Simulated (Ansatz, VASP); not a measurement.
## RbBr in VASP and in Ansatz

Contents of INCAR:

```
SYSTEM = RbBr
  ALGO = Normal
  EDIFF = 1E-7
  ENCUT = 520
  GGA = PE
  ISIF = 2
  ISMEAR = -1
  LASPH = .True.
  LCHARG = .False.
  LREAL = .False.
  LWAVE = .False.
  NBANDS = 15
  NELM = 80
  PREC = Accurate
  SIGMA = 0.05
```

The input KPOINTS:

```
k-points
0
Gamma
  7 7 7
  0 0 0
```

POSCAR

```
RbBr
1.0
    0.0000000000      3.4496960257      3.4496960257
    3.4496960257      0.0000000000      3.4496960257
    3.4496960257      3.4496960257      0.0000000000
Rb Br
1 1
Direct
    0.0000000000      0.0000000000      0.0000000000
    0.5000000000      0.5000000000      0.5000000000
```

Contents of input.yaml:

```yaml
crystal:
  lattice:
    - [0.0, 3.4496960257, 3.4496960257]
    - [3.4496960257, 0.0, 3.4496960257]
    - [3.4496960257, 3.4496960257, 0.0]
  atoms:
    - { symbol: Rb, position: [0.0, 0.0, 0.0] }
    - { symbol: Br, position: [0.5, 0.5, 0.5] }
hamiltonian:
  xc: pbe
  pseudopotentials: { kind: paw }
kpoints:
  mp_grid: { grid: [7, 7, 7] }
scf:
  occupations: { method: fermi_dirac, width: 0.05 }
output:
  forces: true
  stress: true
  eigenvalues: true
```

Change from the starting cell: volume scaled by 1.02.

Alike in both runs: task single point; functional PBE; k mesh 7 × 7 × 7; occupations fermi-dirac, width 0.05 eV; no spin polarisation.

|  | VASP | Ansatz |
| --- | --- | --- |
| version | VASP 6.6.1 | Ansatz 0.2.0 |
| potentials or method | VASP PAW PBE potentials, release 64 (Rb_sv, Br) | Ansatz PAW |
| plane-wave cutoff (eV) | 520 | 420 |
| valence electrons in the cell | 16 | 16 |

|  | VASP | Ansatz | Ansatz less VASP |
| --- | --- | --- | --- |
| gap on the k mesh at the Fermi level (eV) | 4.31 | 4.31 | +0.002 |
| least direct gap on the mesh (eV) | 4.31 | 4.31 | +0.002 |
| pressure (GPa) | 0.7 | 0.7 | -0.03 |

The functional is the same, so the differences come from potentials, cutoffs and numerics.

Caveats: an odd mesh through Γ misses points on the zone boundary, where band edges often lie (VASP); odd divisions of the mesh miss points on the zone boundary, where band edges often lie, so the gap on the mesh can be too wide (Ansatz).
